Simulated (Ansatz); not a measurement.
# AlSb: pressure 30 GPa

Take AlSb in the zinc blende structure (space group F-43m, No. 216; a = 6.177 Å) as the base.

Now apply this change: a hydrostatic pressure of 30 GPa.

Calculations: Ansatz (a first-principles code), r2SCAN, PAW, cutoff 500 eV, scalar-relativistic without spin-orbit coupling. k-mesh 13×13×13 (Γ-centred); smearing 0.05 eV (Fermi–Dirac).

The volume per atom shrinks by 7.446 Å³, from 29.46 Å³ to 22.02 Å³ and the density increases by 1.42 g/cm³, from 4.19 g/cm³ to 5.61 g/cm³. The shortest interatomic distance decreases by 0.248 Å, from 2.675 Å to 2.427 Å and the band gap shrinks by 0.62 eV (1.51 eV → 0.89 eV). The gap character changes from indirect, Γ → Γ–X (85 % along) to indirect, Γ → X and the smallest direct gap rises by 1.56 eV (2.03 eV → 3.59 eV). The width of the top valence band grows by 1.19 eV (2.77 eV → 3.96 eV) and the electron mass goes from 1.1 mₑ along k, 0.21 mₑ across (off the special points) to 1.2 mₑ along k, 0.20 mₑ across (at X). The hole mass (degenerate bands, along [100]) goes from 0.11, 0.35, 0.35 mₑ (at Γ) to 0.18, 0.27, 0.27 mₑ (at Γ).

Spin-orbit coupling, missing from the scalar runs, can matter with Sb. Load acts through the strain it causes; cell and atoms are relaxed under it. Masses are band curvatures over ±0.01 Å⁻¹ around the edge. Along k means along the line from Γ to the band edge. Stability against distortions was not tested. Measured, AlSb leaves this structure (for a Cmcm phase) near 8.1 GPa (temperature not stated; as listed in Datta, Sujoy, Jana, Debnarayan, arXiv (2020)), on rising pressure, with hysteresis.
